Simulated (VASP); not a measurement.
Input of a VASP 6.6.1 run:

File run.py:

```python
from ase.calculators.vasp import Vasp
from ase.dft.bandgap import bandgap
from ase.io import read

atoms = read('HgSe.cif', primitive_cell=True, subtrans_included=False)
calc = Vasp(
    directory='calc',
    xc='lda',
    pp='LDA',
    setups='recommended',
    prec='Accurate',
    encut=520,
    ediff=1e-07,
    ismear=0,
    sigma=0.05,
    lreal=False,
    lasph=True,
    nelm=100,
    algo='Normal',
    isif=2,
    lwave=False,
    lcharg=True,
    lelf=True,
    lvhar=True,
    kpts=[8, 8, 8],
    gamma=True,
    nbands=16,
)
atoms.calc = calc

print('energy (eV):', atoms.get_potential_energy())
print('free energy (eV):', atoms.get_potential_energy(force_consistent=True))
print('forces (eV/A):')
print(atoms.get_forces())
print('stress (eV/A^3, Voigt):', atoms.get_stress())
print('Fermi level (eV):', calc.get_fermi_level())
gap, top, bottom = bandgap(calc)
print('band gap (eV):', gap, 'from (spin, k, band)', top, 'to', bottom)
```

File HgSe.cif:

```cif
data_HgSe
_cell_length_a 6.07800000
_cell_length_b 6.07800000
_cell_length_c 6.07800000
_cell_angle_alpha 90.00000000
_cell_angle_beta 90.00000000
_cell_angle_gamma 90.00000000
_space_group_name_H-M_alt 'F-43m'
_space_group_name_Hall 'F -4 2 3'
_space_group_IT_number 216
loop_
_space_group_symop_operation_xyz
'x,y,z'
'y,-x,-z'
'-x,-y,z'
'-y,x,-z'
'x,-y,-z'
'y,x,z'
'-x,y,-z'
'-y,-x,z'
'z,x,y'
'-z,y,-x'
'z,-x,-y'
'-z,-y,x'
'-z,x,-y'
'z,y,x'
'-z,-x,y'
'z,-y,-x'
'y,z,x'
'-x,-z,y'
'-y,z,-x'
'x,-z,-y'
'-y,-z,x'
'x,z,y'
'y,-z,-x'
'-x,z,-y'
'x,y+1/2,z+1/2'
'y,-x+1/2,-z+1/2'
'-x,-y+1/2,z+1/2'
'-y,x+1/2,-z+1/2'
'x,-y+1/2,-z+1/2'
'y,x+1/2,z+1/2'
'-x,y+1/2,-z+1/2'
'-y,-x+1/2,z+1/2'
'z,x+1/2,y+1/2'
'-z,y+1/2,-x+1/2'
'z,-x+1/2,-y+1/2'
'-z,-y+1/2,x+1/2'
'-z,x+1/2,-y+1/2'
'z,y+1/2,x+1/2'
'-z,-x+1/2,y+1/2'
'z,-y+1/2,-x+1/2'
'y,z+1/2,x+1/2'
'-x,-z+1/2,y+1/2'
'-y,z+1/2,-x+1/2'
'x,-z+1/2,-y+1/2'
'-y,-z+1/2,x+1/2'
'x,z+1/2,y+1/2'
'y,-z+1/2,-x+1/2'
'-x,z+1/2,-y+1/2'
'x+1/2,y,z+1/2'
'y+1/2,-x,-z+1/2'
'-x+1/2,-y,z+1/2'
'-y+1/2,x,-z+1/2'
'x+1/2,-y,-z+1/2'
'y+1/2,x,z+1/2'
'-x+1/2,y,-z+1/2'
'-y+1/2,-x,z+1/2'
'z+1/2,x,y+1/2'
'-z+1/2,y,-x+1/2'
'z+1/2,-x,-y+1/2'
'-z+1/2,-y,x+1/2'
'-z+1/2,x,-y+1/2'
'z+1/2,y,x+1/2'
'-z+1/2,-x,y+1/2'
'z+1/2,-y,-x+1/2'
'y+1/2,z,x+1/2'
'-x+1/2,-z,y+1/2'
'-y+1/2,z,-x+1/2'
'x+1/2,-z,-y+1/2'
'-y+1/2,-z,x+1/2'
'x+1/2,z,y+1/2'
'y+1/2,-z,-x+1/2'
'-x+1/2,z,-y+1/2'
'x+1/2,y+1/2,z'
'y+1/2,-x+1/2,-z'
'-x+1/2,-y+1/2,z'
'-y+1/2,x+1/2,-z'
'x+1/2,-y+1/2,-z'
'y+1/2,x+1/2,z'
'-x+1/2,y+1/2,-z'
'-y+1/2,-x+1/2,z'
'z+1/2,x+1/2,y'
'-z+1/2,y+1/2,-x'
'z+1/2,-x+1/2,-y'
'-z+1/2,-y+1/2,x'
'-z+1/2,x+1/2,-y'
'z+1/2,y+1/2,x'
'-z+1/2,-x+1/2,y'
'z+1/2,-y+1/2,-x'
'y+1/2,z+1/2,x'
'-x+1/2,-z+1/2,y'
'-y+1/2,z+1/2,-x'
'x+1/2,-z+1/2,-y'
'-y+1/2,-z+1/2,x'
'x+1/2,z+1/2,y'
'y+1/2,-z+1/2,-x'
'-x+1/2,z+1/2,-y'
loop_
_atom_site_label
_atom_site_type_symbol
_atom_site_symmetry_multiplicity
_atom_site_Wyckoff_symbol
_atom_site_fract_x
_atom_site_fract_y
_atom_site_fract_z
_atom_site_occupancy
Hg1 Hg 4 a 0.0000000000 0.0000000000 0.0000000000 1
Se1 Se 4 c 0.2500000000 0.2500000000 0.2500000000 1
```

Potentials or basis: VASP PAW LDA potentials, release 64 (Hg, Se).

Run with:

```console
$ python run.py
```

Problem. What does it give for the pressure?

Solution. 0.1 GPa.

Problem. What does it give for the band gap on the k mesh?

Solution. None (metal or under the smearing width).

The run has no spin-orbit coupling, so splittings on Hg are missing.
